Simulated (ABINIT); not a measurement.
A run of ABINIT 10.8.3 (patched build) is set up as follows.

run.abi

```
# Pseudopotentials
pp_dirpath "./"
pseudos "Se.upf, Ti.upf"

# Structure
acell 3.559 3.559 6.22 Angstrom
rprim
     1.0000000000     0.0000000000     0.0000000000
    -0.5000000000     0.8660254038     0.0000000000
     0.0000000000     0.0000000000     1.0000000000
ntypat 2
znucl 34 22
natom 4
typat 1 1 2 2
xred
     0.6666666667     0.3333333333     0.7500000000
     0.3333333333     0.6666666667     0.2500000000
     0.0000000000     0.0000000000     0.5000000000
     0.0000000000     0.0000000000     0.0000000000

# Plane-wave basis
ecut 1306.146540 eV

# k points
kptopt 1
ngkpt 7 7 4
nshiftk 1
shiftk 0.0 0.0 0.0

# Exchange and correlation
ixc -116133

# Bands and occupations
nband 44
occopt 3
tsmear 0.05 eV

# SCF cycle
nstep 100
tolvrs 1.0e-10

# Output
iomode 3
prtwf 0
prtden 0
prteig 0
prtebands 0
enunit 1
```

Potentials or basis: PseudoDojo NC SR PBEsol v0.4 stringent.

Command:

```sh
$ abinit run.abi > log 2>&1
```

**Question.** Estimate the pressure.

**Answer.** -2.4 GPa.

**Question.** Predict the band gap on the k mesh.

**Answer.** None (metal or under the smearing width).

Stress tensor (GPa, compression positive):
```
-5.47  0.00  0.00
 0.00 -5.47  0.00
 0.00  0.00  3.82
```
